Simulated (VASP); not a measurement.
# TePt (series) (R-3m) in VASP: a series of runs

Runs on TePt (series). Level: PBEsol+D3(BJ). Tasks: single point.

All numbers are computed with VASP 6.6.1; they aren't measurements. Logs are shortened: lines on timing, memory, paths and dates and some standing lists are left out, and cuts for length are marked.

## 1. The cell of the first run

It takes space group R-3m (No. 166, trigonal). The conventional cell has a = 3.963 Å, b = 3.963 Å, c = 19.983 Å, α = 90.00°, β = 90.00°, γ = 120.00°. Te (site symmetry 3m) is surrounded by 3 Pt at 2.59 Å. Around Pt (site symmetry 3m) lie 3 Te at 2.59 Å and 3 Pt at 2.72 Å.

## 2. Single point, PBEsol+D3(BJ) (cutoff)

Input file INCAR:

```
SYSTEM = TePt
PREC = Accurate
ENCUT = 520
EDIFF = 1E-6
ISMEAR = 0
SIGMA = 0.1
LREAL = .FALSE.
LASPH = .TRUE.
NELM = 100
ALGO = Fast
ISIF = 2
LWAVE = .FALSE.
LCHARG = .FALSE.
GGA = PS
IVDW = 12
NBANDS = 24
```

Input file KPOINTS:

```
Automatic mesh
0
G
  9 9 9
  0 0 0
```

Input file POSCAR:

```
TePt
1.0
    1.9815661262      1.1440577364      6.6610334788
   -1.9815661262      1.1440577364      6.6610334788
    0.0000000000     -2.2881154728      6.6610334788
Te Pt
2 2
Direct
    0.5980000000      0.5980000000      0.5980000000
    0.4020000000      0.4020000000      0.4020000000
    0.8703333333      0.8703333333      0.8703333333
    0.1296666667      0.1296666667      0.1296666667
```

Potentials or basis: VASP PAW PBE potentials, release 64 (Te, Pt).

Launch:

```console
cat potpaw_PBE.64/Te/POTCAR potpaw_PBE.64/Pt/POTCAR > POTCAR
mpirun -np 1 vasp_std > vasp.out
```

OUTCAR:

```text
SYSTEM = TePt
   PREC = Accurate
   ENCUT = 520
   EDIFF = 1E-6
   ISMEAR = 0
   LREAL = .FALSE.
   LASPH = .TRUE.
   NELM = 100
   ISIF = 2
   GGA = PS
   IVDW = 12
 IVDW          = 12

 ion  position               nearest neighbor table
   1  0.598  0.598  0.598-   3 2.59   3 2.59   3 2.59   4 3.54   4 3.54   4 3.54   2 3.57   2 3.57
                             2 3.57
   2  0.402  0.402  0.402-   4 2.59   4 2.59   4 2.59   3 3.54   3 3.54   3 3.54   1 3.57   1 3.57
                             1 3.57
   3  0.870  0.870  0.870-   1 2.59   1 2.59   1 2.59   4 2.72   4 2.72   4 2.72   2 3.54   2 3.54
                             2 3.54
   4  0.130  0.130  0.130-   2 2.59   2 2.59   2 2.59   3 2.72   3 2.72   3 2.72   1 3.54   1 3.54
                             1 3.54

  LATTYP: Found a trigonal (rhomboedric) cell.
 ALAT       =     7.0430703122
 COS(alpha) =     0.8416846276

  Lattice vectors:

 A1 = (   1.9815661262,   1.1440577364,   6.6610334788)
 A2 = (  -1.9815661262,   1.1440577364,   6.6610334788)
 A3 = (   0.0000000000,  -2.2881154728,   6.6610334788)

Analysis of symmetry for initial positions (statically):
=====================================================================
 Subroutine PRICEL returns:
 Original cell was already a primitive cell.

 Routine SETGRP: Setting up the symmetry group for a
 trigonal (rhombohedral) supercell.

 Subroutine GETGRP returns: Found 12 space group operations
 (whereof 12 operations were pure point group operations)
 out of a pool of 12 trial point group operations.

The static configuration has the point symmetry D_3d.

Analysis of symmetry for dynamics (positions and initial velocities):
=====================================================================
 Subroutine PRICEL returns:
 Original cell was already a primitive cell.

 Routine SETGRP: Setting up the symmetry group for a
 trigonal (rhombohedral) supercell.

 Subroutine GETGRP returns: Found 12 space group operations
 (whereof 12 operations were pure point group operations)
 out of a pool of 12 trial point group operations.

The dynamic configuration has the point symmetry D_3d.

 Subroutine INISYM returns: Found 12 space group operations
 (whereof 12 operations are pure point group operations),
 and found     1 'primitive' translations

----------------------------------------------------------------------------------------

                                     Primitive cell

  volume of cell :      90.6044

  direct lattice vectors                    reciprocal lattice vectors
     1.981566126  1.144057736  6.661033479     0.252325670  0.145680293  0.050042285
    -1.981566126  1.144057736  6.661033479    -0.252325670  0.145680293  0.050042285
     0.000000000 -2.288115473  6.661033479     0.000000000 -0.291360587  0.050042285

  length of vectors
     7.043070312  7.043070312  7.043070312     0.295626829  0.295626829  0.295626829

  position of ions in fractional coordinates (direct lattice)
     0.598000000  0.598000000  0.598000000
     0.402000000  0.402000000  0.402000000
     0.870333333  0.870333333  0.870333333
     0.129666667  0.129666667  0.129666667

  ion indices of the primitive-cell ions
   primitive index   ion index
                 1           1
                 2           2
                 3           3
                 4           4

----------------------------------------------------------------------------------------

 KPOINTS: Automatic mesh

Automatic generation of k-mesh.
 Grid dimensions read from file:
 generate k-points for:    9    9    9

 Generating k-lattice:

  Cartesian coordinates                     Fractional coordinates (reciprocal lattice)
     0.028036186  0.016186699  0.005560254     0.111111111  0.000000000  0.000000000
    -0.028036186  0.016186699  0.005560254     0.000000000  0.111111111  0.000000000
     0.000000000 -0.032373399  0.005560254     0.000000000  0.000000000  0.111111111

  Length of vectors
     0.032847425  0.032847425  0.032847425

  Shift w.r.t. Gamma in fractional coordinates (k-lattice)
     0.000000000  0.000000000  0.000000000

 Subroutine IBZKPT returns following result:
 ===========================================

 Found     85 irreducible k-points:

 Following reciprocal coordinates:
            Coordinates               Weight
  0.000000  0.000000  0.000000      1.000000
  0.111111 -0.000000  0.000000      6.000000
  0.222222  0.000000  0.000000      6.000000
  0.333333 -0.000000  0.000000      6.000000
  0.444444  0.000000  0.000000      6.000000
  0.111111  0.111111  0.000000      6.000000
[... 16 lines left out ...]
 -0.333333  0.333333  0.000000      6.000000
  0.444444  0.444444  0.000000      6.000000
 [... further k-points ...]
   k-points           NKPTS =     85   k-points in BZ     NKDIM =     85   number of bands    NBANDS=     24
   number of dos      NEDOS =    301   number of ions     NIONS =      4
   total plane-waves  NPLWV = 157464
   dimension x,y,z NGX =    54 NGY =   54 NGZ =   54
   dimension x,y,z NGXF=   108 NGYF=  108 NGZF=  108
   ions per type =               2   2
   NGX,Y,Z   is equivalent  to a cutoff of  12.75, 12.75, 12.75 a.u.
   NGXF,Y,Z  is equivalent  to a cutoff of  25.49, 25.49, 25.49 a.u.
 SYSTEM =  TePt
   PREC   = accura    normal or accurate (medium, high low for compatibility)
   ISTART =      0    job   : 0-new  1-cont  2-samecut
   ICHARG =      2    charge: 1-file 2-atom 10-const
   ISPIN  =      1    spin polarized calculation?
   LNONCOLLINEAR =      F non collinear calculations
   LSORBIT =      F    spin-orbit coupling
   LASPH  =      T    aspherical Exc in radial PAW
   ENCUT  =  520.0 eV  38.22 Ry    6.18 a.u.  13.10 13.10 13.10*2*pi/ulx,y,z
   NELM   =    100;   NELMIN=  2; NELMDL= -5     # of ELM steps
   EDIFF  = 0.1E-05   stopping-criterion for ELM
   LREAL  =      F    real-space projection
   EDIFFG = 0.1E-04   stopping-criterion for IOM
   NSW    =      0    number of steps for IOM
   IBRION =     -1    ionic relax: 0-MD 1-quasi-New 2-CG
   NFREE  =      0    steps in history (QN), initial steepest desc. (CG)
   ISIF   =      2    stress and relaxation
   ISYM   =      2    0-nonsym 1-usesym 2-fastsym
   POTIM  = 0.5000    time-step for ionic-motion
   TEBEG  =    0.0;   TEEND  =   0.0 temperature during run
   PSTRESS=    0.0 pullay stress
   NELECT =      32.0000    total number of electrons
   NUPDOWN=      -1.0000    fix difference up-down
   EMIN   =  10.00;   EMAX   =-10.00  energy-range for DOS
   EFERMI =   0.00;   METHOD = LEGACY
   ISMEAR =     0;   SIGMA  =   0.10  broadening in eV -4-tet -1-fermi 0-gaus
   EFERMI_NEDOS =   21; number of points for ismear=-14 and -15
   IALGO  =     68    algorithm
   IMIX   =      4    mixing-type and parameters
     AMIX     =   0.40;   BMIX     =  1.00
     AMIX_MAG =   1.60;   BMIX_MAG =  1.00
  volume/ion in A,a.u.               =      22.65       152.86
  Fermi-wavevector in a.u.,A,eV,Ry     =   1.157200  2.186791 18.219718  1.339111
  Thomas-Fermi vector in A             =   2.293813
   LORBIT       =      0    0 simple, 1 ext, 2 COOP (PROOUT), +10 PAW based schemes
   GGA     = PS    functional components
   LHFCALC =     F    Hartree Fock is set to
   AEXX    =    0.0000 exact exchange contribution
   IVDW    =    12    specifies the selected vdW correction
   LEPSILON=     F    determine dielectric tensor
   LRPA    =     F    only Hartree local field effects (RPA)
 non-spin polarized calculation
 RMM-DIIS sequential band-by-band and
 Gauss-broadening in eV      SIGMA  =   0.10
  energy-cutoff  :      520.00
  volume of cell :       90.60
 maximum number of plane-waves:      2461
 NGX is ok and might be reduce to    54
   NGX = 27   NGY = 27   NGZ = 27

 number of electron      32.0000000 magnetization

 Free energy of the ion-electron system (eV)
  ---------------------------------------------------
  ext. energy  EPLUGINS =         0.00000000
  ---------------------------------------------------
  free energy    TOTEN  =       -22.36025921 eV

  energy without entropy =      -22.35195634  energy(sigma->0) =      -22.35610777

 E-fermi :   8.2590     XC(G=0): -11.0410

 val. band max:        8.2586922703   @ k =   0.4444   0.2222   0.0000
 cond. band min:       8.2718645740   @ k =   0.4444   0.2222   0.2222
 fundamental gap:      0.0131723037
 Fermi energy:         8.2590370515

 k-point     1 :       0.0000    0.0000    0.0000
  band No.  band energies     occupation
      1      -5.0692      2.00000
      2      -3.5184      2.00000
      3       1.4601      2.00000
      4       2.7732      2.00000
      5       2.7732      2.00000
      6       3.4531      2.00000
[... 16 lines left out ...]
     23      14.5984      0.00000
     24      16.1493      0.00000

 k-point     2 :       0.1111   -0.0000    0.0000
  band No.  band energies     occupation
      1      -4.9416      2.00000
      2      -3.4735      2.00000
      3       1.5914      2.00000
      4       2.8003      2.00000
      5       2.8394      2.00000
      6       3.2734      2.00000
[... 16 lines left out ...]
     23      14.9412      0.00000
     24      15.3687      0.00000

 k-point     3 :       0.2222    0.0000    0.0000
  band No.  band energies     occupation
      1      -4.5904      2.00000
      2      -3.3449      2.00000
      3       1.8614      2.00000
      4       2.5588      2.00000
      5       2.9056      2.00000
      6       3.2990      2.00000
[... 16 lines left out ...]
     23      15.6653      0.00000
     24      15.8776      0.00000
[... 514 lines left out ...]
 k-point    23 :      -0.3333    0.3333    0.0000
  band No.  band energies     occupation
      1      -3.3880      2.00000
      2      -3.1170      2.00000
      3       2.3837      2.00000
      4       2.6960      2.00000
      5       2.7523      2.00000
      6       2.9419      2.00000
[... 16 lines left out ...]
     23      16.4110      0.00000
     24      16.9678      0.00000

 k-point    24 :       0.4444    0.4444    0.0000
  band No.  band energies     occupation
      1      -3.5415      2.00000
      2      -3.3302      2.00000
      3       1.6906      2.00000
      4       2.3892      2.00000
      5       3.1981      2.00000
      6       3.2716      2.00000
[... 16 lines left out ...]
     23      14.3910      0.00000
     24      15.0010      0.00000

 [... further k-points ...]

------------------------ aborting loop because EDIFF is reached ----------------------------------------

 Edisp (eV)   -2.19851

 E8    (eV) :    -1.4955

  FORCE on cell =-STRESS in cart. coord.  units (eV):
  Direction    XX          YY          ZZ          XY          YZ          ZX
  --------------------------------------------------------------------------------------
  -------------------------------------------------------------------------------------
  Total      -2.51468    -2.51468    -2.54863     0.00000     0.00000    -0.00000
  in kB     -44.46756   -44.46756   -45.06803     0.00000     0.00000    -0.00000
  external pressure =      -44.67 kB  Pullay stress =        0.00 kB

 VOLUME and BASIS-vectors are now :
 -----------------------------------------------------------------------------
  energy-cutoff  :      520.00
  volume of cell :       90.60
      direct lattice vectors                 reciprocal lattice vectors
     1.981566126  1.144057736  6.661033479     0.252325670  0.145680293  0.050042285
    -1.981566126  1.144057736  6.661033479    -0.252325670  0.145680293  0.050042285
     0.000000000 -2.288115473  6.661033479     0.000000000 -0.291360587  0.050042285

 POSITION                                       TOTAL-FORCE (eV/Angst)
 -----------------------------------------------------------------------------------
      0.00000      0.00000     11.94989         0.000000      0.000000      0.040893
      0.00000      0.00000      8.03321         0.000000      0.000000     -0.040893
      0.00000      0.00000     17.39196         0.000000      0.000000     -0.155913
      0.00000      0.00000      2.59114         0.000000     -0.000000      0.155913
 -----------------------------------------------------------------------------------
    total drift:                                0.000000     -0.000000      0.000000

  FREE ENERGIE OF THE ION-ELECTRON SYSTEM (eV)
  ---------------------------------------------------
  free  energy   TOTEN  =       -24.5587701305 eV

  energy  without entropy=      -24.5504672644  energy(sigma->0) =      -24.55461870
```

Run time: 8.4 min. Hardware: 1 thread of Intel Xeon Platinum 8259CL at 2.50GHz (Skylake/Cascade Lake), shared host; peak memory 0.46 GiB.

What came out:

```yaml
Free_energy: -24.5588 eV
Pressure: -4.5 GPa
Largest_force: 0.156 eV/Å
Band_gap_on_the_k_mesh: none (metal or under the smearing width)
Dispersion_energy_per_atom: -0.550 eV
```

Forces in eV/Å, atoms in the order of the input:
```
Te   0.000  0.000  0.041
Te   0.000  0.000 -0.041
Pt   0.000  0.000 -0.156
Pt   0.000  0.000  0.156
```

Caveat: the PAW data sets were made with another functional, which shifts forces and pressure a little; pairwise dispersion overbinds metals, which lowers pressure and volume.

## 3. Single point, PBEsol+D3(BJ) (cutoff)

Input file INCAR:

```
PREC = Accurate
ENCUT = 520
EDIFF = 1E-6
ISMEAR = 0
SIGMA = 0.1
LREAL = F
LASPH = T
NELM = 100
ALGO = Fast
ISIF = 2
LWAVE = F
LCHARG = T
GGA = PS
IVDW = 12
LELF = T
LVHAR = T
NBANDS = 24
```

Input file KPOINTS:

```
regular mesh
0
Gamma
  9 9 9
```

POSCAR is that of step 2.

Potentials or basis: VASP PAW PBE potentials, release 64 (Te, Pt).

Launch:

```console
cat potpaw_PBE.64/Te/POTCAR potpaw_PBE.64/Pt/POTCAR > POTCAR
mpirun -np 1 vasp_std > vasp.out
```

Wall time 8.5 min (1 thread of Intel Xeon Platinum 8259CL at 2.50GHz (Skylake/Cascade Lake), shared host); peak memory 0.46 GiB.

Results (log left out):

* Free energy: -24.5588 eV
* Pressure: -4.5 GPa
* Largest force: 0.156 eV/Å
* Band gap on the k mesh: none (metal or under the smearing width)
* Dispersion energy per atom: -0.550 eV

Forces on the atoms (eV/Å):
```
Te   0.000  0.000  0.041
Te   0.000  0.000 -0.041
Pt   0.000  0.000 -0.156
Pt   0.000  0.000  0.156
```

Levels at points of the mesh, in eV from the Fermi level:
```tsv
k point	band 13	band 14	band 15	band 16	band 17	band 18	band 19	band 20
(0.00, 0.00, 0.00)	-1.71	0.72	0.72	0.91	1.28	2.90	2.90	4.58
```

Caveat: the PAW data sets were made with another functional, which shifts forces and pressure a little; pairwise dispersion overbinds metals, which lowers pressure and volume. The run has no spin-orbit coupling, so splittings on Pt, Te are missing.
